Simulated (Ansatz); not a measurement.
# SnO2: the cost of one run

Method: DFT PBE, scalar-relativistic, plane waves, PAW, in Ansatz 0.2.0.

**1. Starting point**

The structure is tetragonal, space group I4/m (No. 87). The conventional cell has a = 10.747 Å, b = 10.747 Å, c = 3.232 Å, α = 90.00°, β = 90.00°, γ = 90.00°. Sn (site symmetry m) is surrounded by 6 O at 2.06 to 2.14 Å. Around O (site symmetry m) lie 3 Sn at 2.06 to 2.11 Å. Around O (site symmetry m) lie 3 Sn at 2.11 to 2.14 Å.

As a file:

```
Sn O
1.0
    -5.37331    5.37331    1.61623
    -5.37331   -5.37331    1.61623
     0.00000    0.00000    9.69740
Sn O
12 24
Direct
  0.18214 0.47999 0.05631
  0.18214 0.47999 0.38964
  0.18215 0.47999 0.72298
  0.47999 0.81786 0.11703
  0.47999 0.81786 0.45036
  0.47999 0.81786 0.78369
  0.52001 0.18214 0.21631
  0.52001 0.18214 0.54964
  0.52001 0.18214 0.88297
  0.81786 0.52001 0.27702
  0.81786 0.52001 0.61036
  0.81786 0.52001 0.94369
  0.70401 0.38192 0.15235
  0.70400 0.38192 0.48568
  0.70400 0.38192 0.81901
  0.38191 0.29600 0.05368
  0.38192 0.29600 0.38701
  0.38192 0.29600 0.72035
  0.61808 0.70400 0.27965
  0.61808 0.70400 0.61299
  0.61809 0.70400 0.94632
  0.29600 0.61808 0.18099
  0.29600 0.61808 0.51432
  0.29599 0.61808 0.84765
  0.05067 0.36053 0.26480
  0.05067 0.36053 0.59813
  0.05067 0.36053 0.93147
  0.36053 0.94933 0.28169
  0.36053 0.94933 0.61502
  0.36053 0.94933 0.94836
  0.94933 0.63947 0.06853
  0.94933 0.63947 0.40187
  0.94933 0.63947 0.73520
  0.63947 0.05067 0.05164
  0.63947 0.05067 0.38498
  0.63947 0.05067 0.71831
```

The runs take a perfect supercell of 36 atoms; the defect goes to fractional position (0.704, 0.382, 0.152).

**2. The perfect supercell**

input.yaml reads:

```yaml
crystal:
  lattice:
    - [-5.37331, 5.37331, 1.616233]
    - [-5.37331, -5.37331, 1.616233]
    - [0.0, 0.0, 9.697398]
  atoms:
    - { symbol: Sn, position: [0.182143, 0.479991, 0.056311] }
    - { symbol: Sn, position: [0.182144, 0.479991, 0.389644] }
    - { symbol: Sn, position: [0.182145, 0.479991, 0.722977] }
    - { symbol: Sn, position: [0.47999, 0.817856, 0.117026] }
    - { symbol: Sn, position: [0.479991, 0.817856, 0.450359] }
    - { symbol: Sn, position: [0.479992, 0.817856, 0.783692] }
    - { symbol: Sn, position: [0.520008, 0.182144, 0.216308] }
    - { symbol: Sn, position: [0.520009, 0.182144, 0.549641] }
    - { symbol: Sn, position: [0.52001, 0.182144, 0.882974] }
    - { symbol: Sn, position: [0.817858, 0.520009, 0.277022] }
    - { symbol: Sn, position: [0.817856, 0.520009, 0.610356] }
    - { symbol: Sn, position: [0.817857, 0.520009, 0.943689] }
    - { symbol: O, position: [0.704006, 0.381916, 0.152346] }
    - { symbol: O, position: [0.704004, 0.381916, 0.48568] }
    - { symbol: O, position: [0.704005, 0.381916, 0.819013] }
    - { symbol: O, position: [0.381914, 0.295995, 0.053682] }
    - { symbol: O, position: [0.381915, 0.295995, 0.387015] }
    - { symbol: O, position: [0.381916, 0.295995, 0.720348] }
    - { symbol: O, position: [0.618084, 0.704005, 0.279652] }
    - { symbol: O, position: [0.618085, 0.704005, 0.612985] }
    - { symbol: O, position: [0.618086, 0.704005, 0.946318] }
    - { symbol: O, position: [0.295995, 0.618084, 0.180987] }
    - { symbol: O, position: [0.295996, 0.618084, 0.51432] }
    - { symbol: O, position: [0.295994, 0.618084, 0.847654] }
    - { symbol: O, position: [0.050675, 0.36053, 0.264799] }
    - { symbol: O, position: [0.050673, 0.36053, 0.598133] }
    - { symbol: O, position: [0.050674, 0.36053, 0.931466] }
    - { symbol: O, position: [0.360532, 0.949327, 0.28169] }
    - { symbol: O, position: [0.36053, 0.949327, 0.615024] }
    - { symbol: O, position: [0.360531, 0.949327, 0.948357] }
    - { symbol: O, position: [0.949326, 0.63947, 0.068534] }
    - { symbol: O, position: [0.949327, 0.63947, 0.401867] }
    - { symbol: O, position: [0.949328, 0.63947, 0.7352] }
    - { symbol: O, position: [0.639469, 0.050673, 0.051643] }
    - { symbol: O, position: [0.63947, 0.050673, 0.384976] }
    - { symbol: O, position: [0.639471, 0.050673, 0.718309] }
basis:
  ecutwfc: 420
  fft_grid_basis: typed
kpoints:
  mp_grid: { grid: [2, 2, 1] }
hamiltonian:
  xc: pbe
  pseudopotentials: { kind: paw }
scf:
  occupations: { method: gaussian, width: 0.05 }
output:
  forces: true
  stress: false
  eigenvalues: true
  bader: false
  write_density: true
  volumetric_format: npy
```

Command:

```bash
> ansatz run input.yaml --threads 4 --pin off --max-ram 10240MiB --backend cpu --events-out ev --progress --plain --runs-dir out
```

What time and memory should one allow on 4 threads of Arm Neoverse N1, shared host?

About 16 s, with a peak of 2.1 GiB.
